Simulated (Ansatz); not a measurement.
The system is GaSb.

```
CELL_PARAMETERS angstrom
-1.55590 2.67500 2.89331
1.55590 -2.67500 2.89331
1.55590 2.67500 -2.89331
ATOMIC_POSITIONS crystal
Sb 0.50000 0.50000 0.00000
Ga 0.00000 0.00000 0.00000
```

Measurements of this composition are mostly on another form, of space group No. 216.

```yaml
Program: Ansatz 0.2.0
Task: relaxation of cell and atoms
Functional: HSEsol
Potentials_or_basis: Ansatz PAW
Cutoff: "420 eV (not typed: the program's choice for these potentials)"
k_mesh: 5 × 5 × 5
Occupations: fermi-dirac, width 0.05 eV
Spin: no spin polarisation
```

At the start: volume 24.08 Å³/atom.

Q: How do energy, volume and symmetry change on relaxing?

A: It ends after 12 steps and the volume is 22.32 Å³/atom (-7.3 %); space group Immm (No. 71, to 0.05 Å).

Step by step:
```csv
step,energy change (eV),largest force (eV/Å),volume (Å³)
1,0.0000,0.0000,48.17
2,-0.0869,0.0000,44.14
3,-0.1556,0.0000,43.45
4,-0.1616,0.0000,43.84
5,-0.1772,0.0000,44.84
6,-0.1807,0.0000,45.27
7,-0.1841,0.0000,44.67
8,-0.1850,0.0000,44.67
9,-0.1851,0.0000,44.64
10,-0.1838,0.0000,44.64
11,-0.1838,0.0000,44.64
12,-0.1838,0.0000,44.64
```

Final structure:
```yaml
crystal:
  lattice:
    - [-1.66708, 2.38465, 2.80697]
    - [1.66708, -2.38465, 2.80697]
    - [1.66708, 2.38465, -2.80697]
  atoms:
    - { symbol: Sb, position: [0.50000, 0.50000, 0.00000] }
    - { symbol: Ga, position: [0.00000, 0.00000, 0.00000] }
```

Caveat: the k mesh is coarse (spacing up to 0.47 Å⁻¹), so the values aren't converged, least of all with exact exchange; the plane-wave basis is chosen anew once the cell has moved, so the energies of steps on either side of that aren't comparable; the PAW data sets come from PBE, with cores solved anew for the run's functional, which leaves a small shift of forces and pressure.
